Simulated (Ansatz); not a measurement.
Born–Oppenheimer molecular dynamics of a periodic cell of 12 atoms, Mg (surface Mg(0001)). It starts from a relaxed structure.

Theory: DFT PBE, scalar-relativistic, plane waves, PAW in Ansatz. Settings: accuracy low, cutoff 420 eV, k mesh 2x2x1, fermi-dirac smearing 0.15 eV, no spin polarisation.

| Item | Value |
| --- | --- |
| ensemble | NVE (velocity Verlet) |
| time step | 2 fs |
| steps asked | 220 |
| starting velocities drawn for | 1400 K |
| atoms held | 1 to 4 |
| seed | 164440 |

Frames 10 fs apart, positions in Å, forces in eV/Å.

Velocities at 260.0 fs (Å/ps):

```
Mg 0.00 0.00 0.00
Mg 0.00 0.00 0.00
Mg 0.00 0.00 0.00
Mg 0.00 0.00 0.00
Mg -1.93 4.52 -7.34
Mg -3.09 4.27 -1.09
Mg -2.21 6.05 4.13
Mg -2.47 0.02 -9.83
Mg -0.40 0.12 -1.48
Mg 4.74 -1.07 7.15
Mg 1.25 -2.13 1.68
Mg -0.28 4.07 -4.66
```

```xyz
12
Lattice="6.4200 0.0000 0.0000 3.2100 5.5599 0.0000 0.0000 0.0000 16.2130" Properties=species:S:1:pos:R:3:forces:R:3 time_fs=260.0 energy_less_start_eV=0.954 T=478
Mg 0.000 0.000 1.000 -0.20 0.02 -0.33
Mg 3.210 0.000 1.000 0.09 0.02 -0.24
Mg 1.605 2.780 1.000 -0.01 0.03 0.22
Mg 4.815 2.780 1.000 -0.15 -0.02 0.13
Mg -0.206 2.661 3.707 0.34 0.33 0.12
Mg 3.032 2.508 3.863 0.30 0.52 -0.29
Mg 1.575 5.711 3.559 -0.05 -0.86 0.08
Mg 4.762 5.484 3.412 -0.17 -0.29 0.58
Mg -0.241 0.413 6.345 0.38 0.38 -0.24
Mg 3.057 0.338 6.163 0.13 0.77 -0.05
Mg 1.526 3.385 6.098 -0.05 -0.19 0.43
Mg 4.954 3.530 6.686 -0.61 -0.70 -0.41
12
Lattice="6.4200 0.0000 0.0000 3.2100 5.5599 0.0000 0.0000 0.0000 16.2130" Properties=species:S:1:pos:R:3:forces:R:3 time_fs=270.0 energy_less_start_eV=0.995 T=439
Mg 0.000 0.000 1.000 -0.36 0.02 -0.45
Mg 3.210 0.000 1.000 0.18 0.01 -0.30
Mg 1.605 2.780 1.000 0.01 0.03 0.16
Mg 4.815 2.780 1.000 -0.20 -0.03 0.03
Mg -0.218 2.712 3.637 0.43 0.28 0.30
Mg 3.007 2.560 3.847 0.29 0.41 -0.23
Mg 1.552 5.754 3.601 -0.05 -0.85 0.03
Mg 4.735 5.480 3.327 -0.05 -0.15 0.94
Mg -0.237 0.422 6.325 0.44 0.37 -0.23
Mg 3.106 0.343 6.232 0.02 0.81 -0.19
Mg 1.537 3.361 6.123 -0.11 -0.16 0.38
Mg 4.939 3.556 6.631 -0.59 -0.75 -0.43
12
Lattice="6.4200 0.0000 0.0000 3.2100 5.5599 0.0000 0.0000 0.0000 16.2130" Properties=species:S:1:pos:R:3:forces:R:3 time_fs=280.0 energy_less_start_eV=0.926 T=505
Mg 0.000 0.000 1.000 -0.48 0.02 -0.55
Mg 3.210 0.000 1.000 0.24 0.02 -0.31
Mg 1.605 2.780 1.000 0.02 0.02 0.09
Mg 4.815 2.780 1.000 -0.24 -0.04 -0.05
Mg -0.213 2.775 3.579 0.43 0.14 0.43
Mg 2.993 2.629 3.822 0.27 0.28 -0.17
Mg 1.526 5.764 3.645 -0.03 -0.71 -0.03
Mg 4.705 5.469 3.280 0.05 0.00 1.16
Mg -0.215 0.446 6.297 0.46 0.33 -0.19
Mg 3.156 0.380 6.294 -0.11 0.66 -0.23
Mg 1.543 3.329 6.163 -0.15 -0.09 0.30
Mg 4.901 3.553 6.559 -0.45 -0.63 -0.45
12
Lattice="6.4200 0.0000 0.0000 3.2100 5.5599 0.0000 0.0000 0.0000 16.2130" Properties=species:S:1:pos:R:3:forces:R:3 time_fs=290.0 energy_less_start_eV=0.779 T=647
Mg 0.000 0.000 1.000 -0.53 0.03 -0.56
Mg 3.210 0.000 1.000 0.24 0.02 -0.26
Mg 1.605 2.780 1.000 0.03 0.01 0.03
Mg 4.815 2.780 1.000 -0.26 -0.05 -0.10
Mg -0.191 2.843 3.538 0.37 -0.05 0.51
Mg 2.991 2.708 3.789 0.25 0.12 -0.09
Mg 1.500 5.746 3.687 -0.01 -0.49 -0.09
Mg 4.677 5.458 3.278 0.13 0.15 1.19
Mg -0.176 0.482 6.261 0.42 0.25 -0.14
Mg 3.202 0.442 6.347 -0.25 0.41 -0.24
Mg 1.544 3.295 6.215 -0.15 0.02 0.17
Mg 4.845 3.525 6.470 -0.25 -0.42 -0.42
12
Lattice="6.4200 0.0000 0.0000 3.2100 5.5599 0.0000 0.0000 0.0000 16.2130" Properties=species:S:1:pos:R:3:forces:R:3 time_fs=300.0 energy_less_start_eV=0.627 T=795
Mg 0.000 0.000 1.000 -0.49 0.02 -0.47
Mg 3.210 0.000 1.000 0.19 0.01 -0.17
Mg 1.605 2.780 1.000 0.03 0.00 -0.02
Mg 4.815 2.780 1.000 -0.25 -0.05 -0.10
Mg -0.155 2.909 3.517 0.26 -0.24 0.51
Mg 2.998 2.792 3.754 0.21 -0.07 -0.03
Mg 1.473 5.708 3.726 0.02 -0.24 -0.14
Mg 4.655 5.453 3.322 0.18 0.30 1.03
Mg -0.120 0.528 6.219 0.32 0.16 -0.08
Mg 3.238 0.521 6.390 -0.32 0.16 -0.25
Mg 1.540 3.261 6.274 -0.14 0.14 0.03
Mg 4.779 3.481 6.364 -0.03 -0.21 -0.31
12
Lattice="6.4200 0.0000 0.0000 3.2100 5.5599 0.0000 0.0000 0.0000 16.2130" Properties=species:S:1:pos:R:3:forces:R:3 time_fs=310.0 energy_less_start_eV=0.544 T=875
Mg 0.000 0.000 1.000 -0.38 0.01 -0.30
Mg 3.210 0.000 1.000 0.11 0.00 -0.06
Mg 1.605 2.780 1.000 0.03 -0.02 -0.06
Mg 4.815 2.780 1.000 -0.22 -0.05 -0.06
Mg -0.108 2.966 3.515 0.12 -0.40 0.42
Mg 3.014 2.874 3.717 0.14 -0.27 -0.03
Mg 1.447 5.662 3.759 0.06 0.02 -0.16
Mg 4.639 5.460 3.408 0.24 0.42 0.72
Mg -0.051 0.581 6.175 0.15 0.06 0.01
Mg 3.262 0.606 6.424 -0.32 -0.06 -0.26
Mg 1.529 3.233 6.333 -0.11 0.29 -0.11
Mg 4.713 3.428 6.246 0.19 -0.01 -0.11
12
Lattice="6.4200 0.0000 0.0000 3.2100 5.5599 0.0000 0.0000 0.0000 16.2130" Properties=species:S:1:pos:R:3:forces:R:3 time_fs=320.0 energy_less_start_eV=0.584 T=836
Mg 0.000 0.000 1.000 -0.27 0.00 -0.10
Mg 3.210 0.000 1.000 0.04 -0.01 0.04
Mg 1.605 2.780 1.000 0.01 -0.03 -0.09
Mg 4.815 2.780 1.000 -0.16 -0.04 0.00
Mg -0.057 3.007 3.530 -0.04 -0.52 0.26
Mg 3.034 2.944 3.678 0.04 -0.45 -0.12
Mg 1.424 5.616 3.786 0.12 0.27 -0.15
Mg 4.633 5.484 3.521 0.31 0.47 0.30
Mg 0.023 0.636 6.130 -0.09 -0.04 0.15
Mg 3.273 0.689 6.447 -0.29 -0.27 -0.25
Mg 1.514 3.216 6.389 -0.06 0.45 -0.20
Mg 4.653 3.375 6.124 0.38 0.17 0.17
12
Lattice="6.4200 0.0000 0.0000 3.2100 5.5599 0.0000 0.0000 0.0000 16.2130" Properties=species:S:1:pos:R:3:forces:R:3 time_fs=330.0 energy_less_start_eV=0.743 T=682
Mg 0.000 0.000 1.000 -0.17 -0.01 0.07
Mg 3.210 0.000 1.000 -0.01 -0.01 0.12
Mg 1.605 2.780 1.000 -0.01 -0.04 -0.11
Mg 4.815 2.780 1.000 -0.11 -0.04 0.04
Mg -0.007 3.028 3.556 -0.19 -0.59 0.08
Mg 3.057 2.998 3.635 -0.06 -0.54 -0.26
Mg 1.406 5.581 3.807 0.20 0.48 -0.13
Mg 4.639 5.526 3.646 0.41 0.41 -0.18
Mg 0.094 0.689 6.092 -0.38 -0.12 0.37
Mg 3.272 0.761 6.460 -0.24 -0.44 -0.21
Mg 1.498 3.218 6.436 0.01 0.58 -0.25
Mg 4.609 3.329 6.009 0.53 0.33 0.47
12
Lattice="6.4200 0.0000 0.0000 3.2100 5.5599 0.0000 0.0000 0.0000 16.2130" Properties=species:S:1:pos:R:3:forces:R:3 time_fs=340.0 energy_less_start_eV=0.939 T=493
Mg 0.000 0.000 1.000 -0.10 -0.01 0.19
Mg 3.210 0.000 1.000 -0.04 -0.02 0.18
Mg 1.605 2.780 1.000 -0.05 -0.04 -0.14
Mg 4.815 2.780 1.000 -0.04 -0.04 0.05
Mg 0.035 3.026 3.585 -0.29 -0.59 -0.09
Mg 3.077 3.030 3.581 -0.10 -0.52 -0.35
Mg 1.396 5.564 3.822 0.28 0.59 -0.11
Mg 4.662 5.584 3.763 0.51 0.24 -0.66
Mg 0.149 0.738 6.069 -0.67 -0.15 0.64
Mg 3.262 0.816 6.465 -0.19 -0.55 -0.14
Mg 1.482 3.242 6.474 0.08 0.66 -0.28
Mg 4.585 3.296 5.912 0.60 0.43 0.72
12
Lattice="6.4200 0.0000 0.0000 3.2100 5.5599 0.0000 0.0000 0.0000 16.2130" Properties=species:S:1:pos:R:3:forces:R:3 time_fs=350.0 energy_less_start_eV=1.047 T=389
Mg 0.000 0.000 1.000 -0.05 -0.01 0.27
Mg 3.210 0.000 1.000 -0.06 -0.02 0.21
Mg 1.605 2.780 1.000 -0.10 -0.05 -0.20
Mg 4.815 2.780 1.000 0.02 -0.04 0.02
Mg 0.066 3.000 3.610 -0.31 -0.48 -0.21
Mg 3.094 3.041 3.514 -0.06 -0.40 -0.29
Mg 1.396 5.570 3.834 0.34 0.57 -0.11
Mg 4.705 5.652 3.855 0.52 0.03 -1.00
Mg 0.179 0.781 6.070 -0.86 -0.16 0.83
Mg 3.245 0.849 6.464 -0.13 -0.55 -0.07
Mg 1.468 3.292 6.500 0.15 0.65 -0.30
Mg 4.585 3.279 5.844 0.53 0.47 0.85
12
Lattice="6.4200 0.0000 0.0000 3.2100 5.5599 0.0000 0.0000 0.0000 16.2130" Properties=species:S:1:pos:R:3:forces:R:3 time_fs=360.0 energy_less_start_eV=0.996 T=438
Mg 0.000 0.000 1.000 -0.02 0.01 0.30
Mg 3.210 0.000 1.000 -0.06 -0.01 0.23
Mg 1.605 2.780 1.000 -0.16 -0.07 -0.29
Mg 4.815 2.780 1.000 0.10 -0.05 -0.04
Mg 0.085 2.955 3.627 -0.27 -0.31 -0.28
Mg 3.109 3.037 3.436 0.03 -0.23 -0.05
Mg 1.411 5.598 3.840 0.37 0.44 -0.11
Mg 4.767 5.720 3.908 0.37 -0.15 -1.04
Mg 0.175 0.817 6.104 -0.84 -0.18 0.80
Mg 3.223 0.862 6.460 -0.07 -0.45 -0.01
Mg 1.461 3.368 6.515 0.19 0.53 -0.35
Mg 4.606 3.281 5.809 0.35 0.48 0.83
12
Lattice="6.4200 0.0000 0.0000 3.2100 5.5599 0.0000 0.0000 0.0000 16.2130" Properties=species:S:1:pos:R:3:forces:R:3 time_fs=370.0 energy_less_start_eV=0.852 T=577
Mg 0.000 0.000 1.000 0.00 0.02 0.32
Mg 3.210 0.000 1.000 -0.05 -0.01 0.24
Mg 1.605 2.780 1.000 -0.24 -0.08 -0.40
Mg 4.815 2.780 1.000 0.18 -0.06 -0.13
Mg 0.093 2.899 3.633 -0.21 -0.10 -0.27
Mg 3.124 3.023 3.356 0.14 -0.06 0.31
Mg 1.439 5.644 3.843 0.39 0.25 -0.11
Mg 4.844 5.783 3.921 0.08 -0.28 -0.83
Mg 0.138 0.846 6.169 -0.61 -0.21 0.54
Mg 3.197 0.856 6.457 -0.02 -0.28 0.02
Mg 1.462 3.464 6.515 0.21 0.34 -0.40
Mg 4.640 3.302 5.807 0.13 0.47 0.71
```

Of the whole run (440 fs, mean temperature of the second half 632 K): The conserved energy stayed within 0.13 meV per atom of its start (net change 0.067 meV per atom), so the integration is sound. Over the second half the temperature averaged 0.45 of the 1400 K drawn at the start: a run that starts near a minimum puts about half its kinetic energy into the potential. A run of 0.44 ps of so small a system gives no equilibrium averages. Limits of this set-up: coarse k mesh, thin slab, slab without dipole correction, low accuracy level.

Time of the run: 12 min on 1 thread of AMD EPYC 9R14 (Zen 4) (shared host), peak memory 0.8 GiB.
